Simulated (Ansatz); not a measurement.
Take a crystal in which N has been replaced by Bi on all its sites, with the cell rescaled by a rough guess (in some cases also distorted within its space group) and nothing relaxed:

```
Bi
1.0
     7.89564    0.00000    0.00000
     0.00000   13.33142    0.00000
     0.00000    0.00000    5.92943
Bi
4
Direct
  0.00866 0.25000 0.64072
  0.99134 0.75000 0.35928
  0.49134 0.75000 0.14072
  0.50866 0.25000 0.85928
```

Level of theory: DFT PBEsol, scalar-relativistic, plane waves, PAW in Ansatz 0.2.0.

Cutoff 420 eV; k points 6×4×8 on the computed 4-atom cell (Γ-centred); Gaussian smearing, width 0.10 eV; no spin polarisation.

Q: Will this cell want to expand or contract, and how hard?

A: The pressure is -1.8 GPa (positive in compression), so the cell would contract.

Q: Is it a metal on this mesh?

A: Yes, a band crosses the Fermi level.

Spin-orbit coupling is left out, which matters for the bands of heavy elements. The cell holds chains, and where no dispersion correction was added their binding is poorly described.

This form isn't the element's structure at ambient conditions.